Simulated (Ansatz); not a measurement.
Runs of Ansatz 0.2.0 on CuO. Symmetry: Cccm, No. 66, orthorhombic system. The conventional cell has a = 3.982 Å, b = 4.307 Å, c = 5.156 Å, α = 90.00°, β = 90.00°, γ = 90.00°. Cu (site symmetry 2/m) has 4 O at 1.95 Å as nearest neighbours. O (site symmetry 222) has 4 Cu at 1.95 Å as nearest neighbours. Measurements of this composition are mostly on another form, of space group No. 15.

| level | U | cutoff (eV) | hubbard projectors | double counting | gap on the mesh (eV) | pressure (GPa) | relaxed volume (Å³/atom) |
| --- | --- | --- | --- | --- | --- | --- | --- |
| PBEsol+U | Cu d U = 3 eV | 420 | ortho-atomic (the default) | fll (the default) | none | 0.0 | 10.76 |
| BLYP | - | 420 | - | - | none | 0.0 | 11.65 |
| PBEsol | - | 420 | - | - | none | 0.0 | (c) |
| PBEsol+U | Cu d U = 6 eV | 420 | ortho-atomic (the default) | fll (the default) | none | 0.0 | (b) |
| LDA | - | 420 | - | - | none | 0.0 | 10.27 |
| r2SCAN | - | 500 | - | - | none | 0.0 | 10.73 |
| PBEsol+U | Cu d U = 2 eV | 420 | ortho-atomic (the default) | fll (the default) | none | 0.0 | 10.73 |
| PBEsol+U | Cu d U = 8 eV | 420 | ortho-atomic (the default) | fll (the default) | none | 0.0 | 10.99 |
| RPBE | - | 420 | - | - | none | 0.0 | 11.61 |
| PBEsol+U | Cu d U = 1 eV | 420 | ortho-atomic (the default) | fll (the default) | none | 0.0 | (a) |
| PBEsol+U | Cu d U = 4 eV | 420 | ortho-atomic (the default) | fll (the default) | none | 0.0 | 10.80 |

Alike in all rows: task relaxation of cell and atoms; potentials or basis Ansatz PAW; no spin polarisation; cell relaxed; k mesh 9 × 9 × 5; smearing fermi-dirac 0.05 eV.

Task: Fill in the values left out.

Result: (a) 10.69; (b) 10.89; (c) 10.67.

Caveats: the plane-wave basis is chosen anew once the cell has moved, so the energies of steps on either side of that aren't comparable; the run has no spin polarisation, though such a crystal can be magnetic; the PAW data sets come from PBE, with cores solved anew for the run's functional, which leaves a small shift of forces and pressure; U without spin polarisation on a metal has little footing (some runs); semilocal functionals often make such compounds metallic where correlation or magnetic order opens a gap, which also shifts bond lengths (some runs).

A gap of «none» marks a metal or a gap under the smearing width.

Runs at the PBE level aren't shown here.
